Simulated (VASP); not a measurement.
# TaC (Fm-3m) in VASP: further runs

The runs below take TaC through elastic constants, with PBEsol, PBE.

All numbers are computed with VASP 6.6.1; they aren't measurements. Logs are shortened: lines on timing, memory, paths and dates and some standing lists are left out, and cuts for length are marked.

### Step 1. The crystal as given

The structure is cubic, space group Fm-3m (No. 225). The conventional cell has a = 4.443 Å, b = 4.443 Å, c = 4.443 Å, α = 90.00°, β = 90.00°, γ = 90.00°. Ta (site symmetry m-3m) has 6 C at 2.22 Å as nearest neighbours. C (site symmetry m-3m) is surrounded by 6 Ta at 2.22 Å.

### Step 2. Elastic constants, PBEsol

POSCAR

```
TaC
1.0
    0.0000000000      2.2215171088      2.2215171088
    2.2215171088      0.0000000000      2.2215171088
    2.2215171088      2.2215171088      0.0000000000
  Ta              C
     1     1
Direct
     0.0000000000000000    0.0000000000000000    0.0000000000000000
     0.5000000000000000    0.5000000000000000    0.5000000000000000
```

INCAR.step1

```
PREC = Accurate
ENCUT = 600
EDIFF = 1E-8
ISMEAR = 1
SIGMA = 0.2
LREAL = False
LASPH = True
NELM = 80
ALGO = Normal
ISIF = 3
LWAVE = False
LCHARG = False
GGA = PS
KPAR = 2
IBRION = 2
NSW = 40
EDIFFG = -0.002
```

INCAR.step2

```
PREC = Accurate
ENCUT = 600
EDIFF = 1E-8
ISMEAR = 1
SIGMA = 0.2
LREAL = False
LASPH = True
NELM = 80
ALGO = Normal
ISIF = 3
LWAVE = False
LCHARG = False
GGA = PS
KPAR = 2
IBRION = 6
NFREE = 2
POTIM = 0.015
NSW = 1
```

KPOINTS

```
Automatic mesh
0
Gamma
  26 26 26
```

Potentials or basis: VASP PAW PBE potentials, release 64 (Ta_pv, C).

Run with:

```
cat potpaw_PBE.64/Ta_pv/POTCAR potpaw_PBE.64/C/POTCAR > POTCAR
cp INCAR.step1 INCAR
mpirun -np 2 vasp_std > vasp.out
cp CONTCAR POSCAR
cp INCAR.step2 INCAR
mpirun -np 2 vasp_std > vasp.out
```

OUTCAR:

```text
PREC = Accurate
   ENCUT = 600
   EDIFF = 1E-8
   ISMEAR = 1
   LREAL = False
   LASPH = True
   NELM = 80
   ISIF = 3
   GGA = PS
   IBRION = 6
   NFREE = 2
   POTIM = 0.015
   NSW = 1

 ion  position               nearest neighbor table
   1  0.000  0.000  0.000-   2 2.22   2 2.22   2 2.22   2 2.22   2 2.22   2 2.22
   2  0.500  0.500  0.500-   1 2.22   1 2.22   1 2.22   1 2.22   1 2.22   1 2.22

  LATTYP: Found a face centered cubic cell.
 ALAT       =     4.4430342176

  Lattice vectors:

 A1 = (   0.0000000000,   2.2215171088,   2.2215171088)
 A2 = (   2.2215171088,   0.0000000000,   2.2215171088)
 A3 = (   2.2215171088,   2.2215171088,   0.0000000000)

Analysis of symmetry for initial positions (statically):
=====================================================================
 Subroutine PRICEL returns:
 Original cell was already a primitive cell.

 Routine SETGRP: Setting up the symmetry group for a
 face centered cubic supercell.

 Subroutine GETGRP returns: Found 48 space group operations
 (whereof 48 operations were pure point group operations)
 out of a pool of 48 trial point group operations.

The static configuration has the point symmetry O_h .

Analysis of symmetry for dynamics (positions and initial velocities):
=====================================================================
 Subroutine PRICEL returns:
 Original cell was already a primitive cell.

 Routine SETGRP: Setting up the symmetry group for a
 face centered cubic supercell.

 Subroutine GETGRP returns: Found 48 space group operations
 (whereof 48 operations were pure point group operations)
 out of a pool of 48 trial point group operations.

The dynamic configuration has the point symmetry O_h .

 Subroutine INISYM returns: Found 48 space group operations
 (whereof 48 operations are pure point group operations),
 and found     1 'primitive' translations

----------------------------------------------------------------------------------------

                                     Primitive cell

  volume of cell :      21.9270

  direct lattice vectors                    reciprocal lattice vectors
     0.000000000  2.221517109  2.221517109    -0.225071415  0.225071415  0.225071415
     2.221517109  0.000000000  2.221517109     0.225071415 -0.225071415  0.225071415
     2.221517109  2.221517109  0.000000000     0.225071415  0.225071415 -0.225071415

  length of vectors
     3.141699624  3.141699624  3.141699624     0.389835127  0.389835127  0.389835127

  position of ions in fractional coordinates (direct lattice)
     0.000000000  0.000000000  0.000000000
     0.500000000  0.500000000  0.500000000

  ion indices of the primitive-cell ions
   primitive index   ion index
                 1           1
                 2           2

----------------------------------------------------------------------------------------

 KPOINTS: Automatic mesh

Automatic generation of k-mesh.
 Grid dimensions read from file:
 generate k-points for:   26   26   26

 Generating k-lattice:

  Cartesian coordinates                     Fractional coordinates (reciprocal lattice)
    -0.008656593  0.008656593  0.008656593     0.038461538  0.000000000  0.000000000
     0.008656593 -0.008656593  0.008656593     0.000000000  0.038461538  0.000000000
     0.008656593  0.008656593 -0.008656593     0.000000000  0.000000000  0.038461538

  Length of vectors
     0.014993659  0.014993659  0.014993659

  Shift w.r.t. Gamma in fractional coordinates (k-lattice)
     0.000000000  0.000000000  0.000000000

 Subroutine IBZKPT returns following result:
 ===========================================

 Found    511 irreducible k-points:

 Following reciprocal coordinates:
            Coordinates               Weight
  0.000000  0.000000  0.000000      1.000000
  0.038462  0.000000  0.000000      8.000000
  0.076923  0.000000  0.000000      8.000000
  0.115385  0.000000  0.000000      8.000000
  0.153846  0.000000  0.000000      8.000000
  0.192308  0.000000  0.000000      8.000000
[... 63 lines left out ...]
   LHFCALC =     F    Hartree Fock is set to
   AEXX    =    0.0000 exact exchange contribution
   IVDW    =     0    specifies the selected vdW correction
   LEPSILON=     F    determine dielectric tensor
   LRPA    =     F    only Hartree local field effects (RPA)
 finite differences with symmetry
 non-spin polarized calculation
 Methfessel and Paxton  Order N= 1 SIGMA  =   0.20
  energy-cutoff  :      600.00
  volume of cell :       21.93
 maximum number of plane-waves:       748
 NGX is ok and might be reduce to    28
   NGX = 13   NGY = 13   NGZ = 13

--------------------------------------- Ionic step        1  -------------------------------------------

 number of electron      14.9999999 magnetization

 Free energy of the ion-electron system (eV)
  ---------------------------------------------------
  ext. energy  EPLUGINS =         0.00000000
  ---------------------------------------------------
  free energy    TOTEN  =       -23.52333352 eV

  energy without entropy =      -23.52294787  energy(sigma->0) =      -23.52320497

------------------------ aborting loop because EDIFF is reached ----------------------------------------

  FORCE on cell =-STRESS in cart. coord.  units (eV):
  Direction    XX          YY          ZZ          XY          YZ          ZX
  --------------------------------------------------------------------------------------
  -------------------------------------------------------------------------------------
  Total       -0.0000395     -0.0000395     -0.0000395      0.0000000      0.0000000      0.0000000
  in kB       -0.0028842     -0.0028842     -0.0028842      0.0000000      0.0000000      0.0000000
  external PRESSURE =      -0.0028842 kB  Pullay stress =       0.0000000 kB
[... 89 lines left out ...]
  FREE ENERGIE OF THE ION-ELECTRON SYSTEM (eV)
  ---------------------------------------------------
  free  energy   TOTEN  =       -23.5107725366 eV

  energy  without entropy=      -23.5107640866  energy(sigma->0) =      -23.51076972

[... ionic steps 4 to 14 ...]

--------------------------------------- Ionic step       15  -------------------------------------------

 number of electron      15.0000000 magnetization

------------------------ aborting loop because EDIFF is reached ----------------------------------------
[... 67 lines left out ...]
--------------------------------------- Ionic step       17  -------------------------------------------

 number of electron      14.9999999 magnetization

 Free energy of the ion-electron system (eV)
  ---------------------------------------------------
  ext. energy  EPLUGINS =         0.00000000
  ---------------------------------------------------
  free energy    TOTEN  =       -23.52186150 eV

  energy without entropy =      -23.52147765  energy(sigma->0) =      -23.52173355

 E-fermi :   8.3292     XC(G=0): -13.3686

 val. band max:        8.3291330067   @ k =   0.1154  -0.4615   0.3077
 cond. band min:       8.3309673372   @ k =   0.3077   0.1154  -0.4615
 fundamental gap:      0.0018343305
 Fermi energy:         8.3292028140

 k-point     1 :       0.0000    0.0000    0.0000
  band No.  band energies     occupation
      1     -26.6473      2.00000
      2     -26.6471      2.00000
      3     -26.6471      2.00000
      4      -6.5213      2.00000
      5       6.9373      2.00000
      6       6.9373      2.00000
      7       6.9497      2.00000
      8       7.8611      2.00459
      9       7.8938      2.00866
     10       7.8938      2.00866
     11       8.9715     -0.00005
[... 309 lines left out ...]
 k-point    24 :       0.3846    0.0385    0.0000
  band No.  band energies     occupation
      1     -27.2796      2.00000
      2     -26.7223      2.00000
      3     -26.7140      2.00000
      4      -3.2982      2.00000
      5       0.9805      2.00000
      6       3.1185      2.00000
      7       3.2678      2.00000
      8       9.7794     -0.00000
      9      10.4503     -0.00000
     10      10.7686     -0.00000
     11      15.8471      0.00000

 [... further k-points ...]

------------------------ aborting loop because EDIFF is reached ----------------------------------------

  FORCE on cell =-STRESS in cart. coord.  units (eV):
  Direction    XX          YY          ZZ          XY          YZ          ZX
  --------------------------------------------------------------------------------------
  -------------------------------------------------------------------------------------
  Total        0.0145961     -0.0006501     -0.0006501      0.0000000      0.0000000      0.0000000
  in kB        1.0665205     -0.0475032     -0.0475032      0.0000000      0.0000000      0.0000000
  external PRESSURE =       0.3238380 kB  Pullay stress =       0.0000000 kB
[... 17 lines left out ...]
  FREE ENERGIE OF THE ION-ELECTRON SYSTEM (eV)
  ---------------------------------------------------
  free  energy   TOTEN  =       -23.5218615027 eV

  energy  without entropy=      -23.5214776527  energy(sigma->0) =      -23.52173355

 INTERNAL STRAIN TENSORS FROM STRAINED CELLS
 ============================================

 INTERNAL STRAIN TENSOR FOR ION    1 for displacements in x,y,z  (eV/Angst):
          X           Y           Z          XY          YZ          ZX
  --------------------------------------------------------------------------------
  x     0.00000    -0.00000    -0.00000     0.00000     0.00000    -0.00000
  y    -0.00000    -0.00000     0.00000     0.00000     0.00000    -0.00000
  z    -0.00000     0.00000     0.00000     0.00000     0.00000     0.00000

 INTERNAL STRAIN TENSORS FROM DISPLACED ATOMS
 ============================================

 INTERNAL STRAIN TENSOR FOR ION    1 for displacements in x,y,z  (eV/Angst):
          X           Y           Z          XY          YZ          ZX
  --------------------------------------------------------------------------------
  x     0.00000     0.00000     0.00000     0.00000     0.00000     0.00000
  y     0.00000     0.00000     0.00000     0.00000     0.00000     0.00000
  z     0.00000     0.00000     0.00000     0.00000     0.00000     0.00000

 INTERNAL STRAIN TENSOR FOR ION    2 for displacements in x,y,z  (eV/Angst):
          X           Y           Z          XY          YZ          ZX
  --------------------------------------------------------------------------------
  x     0.00000     0.00000     0.00000     0.00000     0.00000     0.00000
  y     0.00000     0.00000     0.00000     0.00000     0.00000     0.00000
  z     0.00000     0.00000     0.00000     0.00000     0.00000     0.00000

 Eigenvectors and eigenvalues of the dynamical matrix
 ----------------------------------------------------

   1 f  =   16.848685 THz   105.863410 2PiTHz  562.011638 cm-1    69.680531 meV
             X         Y         Z           dx          dy          dz
      0.000000  0.000000  0.000000    -0.040905   -0.087106   -0.230182
      2.221517  2.221517  2.221517     0.158769    0.338098    0.893441
[... 21 lines left out ...]
   6 f/i=    0.000062 THz     0.000391 2PiTHz    0.002078 cm-1     0.000258 meV
             X         Y         Z           dx          dy          dz
      0.000000  0.000000  0.000000     0.027060    0.077394   -0.964901
      2.221517  2.221517  2.221517     0.006972    0.019939   -0.248593

--------------------------------------------------------------------------------------------------------

 ELASTIC MODULI CONTR FROM IONIC RELAXATION (kBar)
 Direction    XX          YY          ZZ          XY          YZ          ZX
 --------------------------------------------------------------------------------
 XX           0.0000      0.0000      0.0000      0.0000      0.0000      0.0000
 YY           0.0000      0.0000      0.0000      0.0000      0.0000      0.0000
 ZZ           0.0000      0.0000      0.0000      0.0000      0.0000      0.0000
 XY           0.0000      0.0000      0.0000      0.0000      0.0000      0.0000
 YZ           0.0000      0.0000      0.0000      0.0000      0.0000      0.0000
 ZX           0.0000      0.0000      0.0000      0.0000      0.0000      0.0000
 --------------------------------------------------------------------------------

 TOTAL ELASTIC MODULI (kBar)
 Direction    XX          YY          ZZ          XY          YZ          ZX
 --------------------------------------------------------------------------------
 XX        7759.2932   1301.5288   1301.5288      0.0000     -0.0000      0.0000
 YY        1301.5288   7759.2932   1301.5288      0.0000      0.0000     -0.0000
 ZZ        1301.5288   1301.5288   7759.2932     -0.0000      0.0000      0.0000
 XY           0.0000      0.0000     -0.0000   1850.6881      0.0000      0.0000
 YZ          -0.0000      0.0000      0.0000      0.0000   1850.6881      0.0000
 ZX           0.0000     -0.0000      0.0000      0.0000      0.0000   1850.6881
 --------------------------------------------------------------------------------
```

Run time: 30 min. Hardware: 2 MPI ranks of Intel Xeon 6975P-C (Granite Rapids), shared host; peak memory 2.3 GiB.

What came out:

- Elastic constants C11, C12, C44: 776, 130, 185 GPa
- Voigt bulk modulus: 345 GPa
- Highest phonon frequency at Γ, LO-TO splitting left out: 562 cm⁻¹

Phonon frequencies in cm⁻¹ (negative: imaginary):
| q point | frequencies |
| --- | --- |
| (0.000, 0.000, 0.000) | 0 0 0 562 562 562 |

Elastic tensor in Voigt notation (GPa, in the Cartesian axes of the cell as first typed):
```
776 130 130   0   0   0
130 776 130   0   0   0
130 130 776   0   0   0
  0   0   0 185   0   0
  0   0   0   0 185   0
  0   0   0   0   0 185
```

Clamped-ion elastic tensor (GPa):
```
776 130 130   0   0   0
130 776 130   0   0   0
130 130 776   0   0   0
  0   0   0 185   0   0
  0   0   0   0 185   0
  0   0   0   0   0 185
```

Caveat: the PAW data sets were made with another functional, which shifts forces and pressure a little. The run has no spin-orbit coupling, so splittings on Ta are missing.

### Step 3. Elastic constants, PBE

This run uses another cell than the first one, of 11.23 Å³/atom, 1.024 times its volume.

POSCAR

```
TaC
1.0
    0.0000000000      2.2391112413      2.2391112413
    2.2391112413      0.0000000000      2.2391112413
    2.2391112413      2.2391112413      0.0000000000
  Ta              C
     1     1
Direct
     0.0000000000000000    0.0000000000000000    0.0000000000000000
     0.5000000000000000    0.5000000000000000    0.5000000000000000
```

INCAR.step1

```
SYSTEM = TaC
PREC = Accurate
ENCUT = 600
EDIFF = 1E-8
ISMEAR = 1
SIGMA = 0.2
LREAL = .FALSE.
LASPH = .TRUE.
NELM = 80
ALGO = Normal
ISIF = 3
LWAVE = .FALSE.
LCHARG = .FALSE.
GGA = PE
KPAR = 2
IBRION = 2
NSW = 40
EDIFFG = -0.002
```

INCAR.step2

```
SYSTEM = TaC
PREC = Accurate
ENCUT = 600
EDIFF = 1E-8
ISMEAR = 1
SIGMA = 0.2
LREAL = .FALSE.
LASPH = .TRUE.
NELM = 80
ALGO = Normal
ISIF = 3
LWAVE = .FALSE.
LCHARG = .FALSE.
GGA = PE
KPAR = 2
IBRION = 6
NFREE = 2
POTIM = 0.015
NSW = 1
```

KPOINTS

```
regular mesh
0
G
  26 26 26
  0 0 0
```

Potentials or basis: VASP PAW PBE potentials, release 64 (Ta_pv, C).

Run with:

```
cat potpaw_PBE.64/Ta_pv/POTCAR potpaw_PBE.64/C/POTCAR > POTCAR
cp INCAR.step1 INCAR
mpirun -np 2 vasp_std > vasp.out
cp CONTCAR POSCAR
cp INCAR.step2 INCAR
mpirun -np 2 vasp_std > vasp.out
```

Wall time 70 min (2 MPI ranks of Intel Xeon Platinum 8259CL at 2.50GHz (Skylake/Cascade Lake), shared host); peak memory 2.3 GiB.

The run converged. Its results:

| Item | Value |
| --- | --- |
| Elastic constants C11, C12, C44 | 719, 128, 179 GPa |
| Voigt bulk modulus | 325 GPa |
| Highest phonon frequency at Γ, LO-TO splitting left out | 539 cm⁻¹ |

Phonon frequencies in cm⁻¹ (negative: imaginary):
| q point | frequencies |
| --- | --- |
| (0.000, 0.000, 0.000) | 0 0 0 539 539 539 |

Elastic tensor in Voigt notation (GPa, in the Cartesian axes of the cell as first typed):
```
719 128 128   0   0   0
128 719 128   0   0   0
128 128 719   0   0   0
  0   0   0 179   0   0
  0   0   0   0 179   0
  0   0   0   0   0 179
```

Clamped-ion elastic tensor (GPa):
```
719 128 128   0   0   0
128 719 128   0   0   0
128 128 719   0   0   0
  0   0   0 179   0   0
  0   0   0   0 179   0
  0   0   0   0   0 179
```
